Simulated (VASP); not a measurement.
# GaAs in VASP: how settings move the PBE single point

The PBE single point of GaAs built on the zincblende prototype, under -3.0 % biaxial strain in x and y, free along z is repeated with altered inputs. Which of them can be trusted?

Code: VASP 6.6.1. PAW datasets, plane waves. (Simulation; spin polarisation is off (in the reference).)

## (1) The system as given

The cell comes from an earlier relaxation with r2SCAN in another program, then strained, with the atoms relaxed again. Some of the altered inputs switch spin polarisation on.

It is tetragonal, I-4m2 (No. 119); a = 3.886 Å, c = 5.809 Å in the conventional setting, 21.94 Å³ an atom. Around Ga lie 4 As at 2.43 Å; around As lie 4 Ga at 2.43 Å.

As a file:

```cif
data_structure
_symmetry_space_group_name_H-M 'P 1'
_symmetry_Int_Tables_number 1
_cell_length_a 3.9985
_cell_length_b 3.9985
_cell_length_c 3.8864
_cell_angle_alpha 60.924
_cell_angle_beta 60.924
_cell_angle_gamma 58.153
_cell_volume 43.87
loop_
_atom_site_label
_atom_site_type_symbol
_atom_site_fract_x
_atom_site_fract_y
_atom_site_fract_z
_atom_site_occupancy
Ga1 Ga 0.00000 0.00000 0.00000 1
As1 As 0.25000 0.25000 0.25000 1
```

## (2) Reference

Contents of INCAR:

```
ENCUT = 520.000000
SIGMA = 0.020000
EDIFF = 1.00e-07
GGA = PE
PREC = Accurate
IBRION = -1
ISIF = 2
ISMEAR = -1
NBANDS = 16
NELM = 120
NSW = 0
LASPH = .TRUE.
LCHARG = .FALSE.
LWAVE = .FALSE.
LREAL = .FALSE.
```

Contents of KPOINTS:

```
KPOINTS created by Atomic Simulation Environment
0
Gamma
8 8 8
0 0 0
```

Contents of POSCAR:

```
Ga As
 1.0000000000000000
     0.0000000000000000    2.7480925425999998    2.9045266156000000
     2.7480925425999998    0.0000000000000000    2.9045266156000000
     2.7480925425999998    2.7480925425999998    0.0000000000000000
 Ga  As
   1   1
Cartesian
  0.0000000000000000  0.0000000000000000  0.0000000000000000
  1.3740462712999997  1.3740462712999997  1.4522633077999998
```

A file KPOINTS_OPT adds named points for the levels; it doesn't enter the self-consistent loop.

Potentials: the recommended PBE PAW datasets, 18 valence electrons.

Run with:

```console
$ mpirun -np 1 vasp_std
```

## (3) Variant 1

Contents of INCAR:

```
ENCUT = 520.000000
EDIFF = 1.00e-07
GGA = PE
PREC = Accurate
IBRION = -1
ISIF = 2
NBANDS = 16
NSW = 0
LASPH = .TRUE.
LCHARG = .FALSE.
LWAVE = .FALSE.
LREAL = .FALSE.
ISMEAR = 1
SIGMA = 0.005
NELM = 95
```

KPOINTS is that of step 2.

POSCAR is that of step 2.

## (4) Variant 2

INCAR, as its differences from that of step 2:

```diff
@@ -9,3 +9,2 @@
 NBANDS = 16
-NELM = 120
 NSW = 0
@@ -15 +14,5 @@
 LREAL = .FALSE.
+NELMDL = -8
+ISPIN = 2
+MAGMOM = 0.5 0.5
+NELM = 90
```

KPOINTS is that of step 2.

POSCAR is that of step 2.

## (5) Variant 3

INCAR, as its differences from that of step 2:

```diff
@@ -4,3 +4,2 @@
 GGA = PE
-PREC = Accurate
 IBRION = -1
@@ -15 +14,2 @@
 LREAL = .FALSE.
+PREC = Normal
```

KPOINTS is that of step 2.

POSCAR is that of step 2.

## (6) Variant 4

INCAR, as its differences from that of step 2:

```diff
@@ -8,4 +8,2 @@
 ISMEAR = -1
-NBANDS = 16
-NELM = 120
 NSW = 0
@@ -15 +13,3 @@
 LREAL = .FALSE.
+NELM = 94
+NBANDS = 9
```

KPOINTS is that of step 2.

POSCAR is that of step 2.

Before running it: what results should come out? Wanted: for each run, changed; ending; energy change; pressure; electronic steps; usable.

As calculated:

| run | changed | ending | energy change (meV/atom) | pressure (GPa) | gap on the mesh (eV; negative: overlap) | electronic steps | time | usable |
| --- | --- | --- | --- | --- | --- | --- | --- | --- |
| ref. | – | converged | 0 | 5.8 | 0.60 | 14 | 49 s | yes |
| 1 | ISMEAR = 1, SIGMA = 0.005, NELM = 95 | converged | 0.0 | 5.8 | 0.60 | 14 | 47 s | yes |
| 2 | NELMDL = -8, ISPIN = 2, MAGMOM = 0.5 0.5, NELM = 90 | converged | 0.0 | 5.8 | – | 19 | 2.4 min | yes |
| 3 | PREC = Normal | converged | 0.0 | 5.8 | 0.60 | 14 | 19 s | yes |
| 4 | NBANDS = 9 | converged | 0.0 | 5.8 | – | 24 | 37 s | yes |

**Reading.** Of 4 altered inputs, 4 gave usable results.
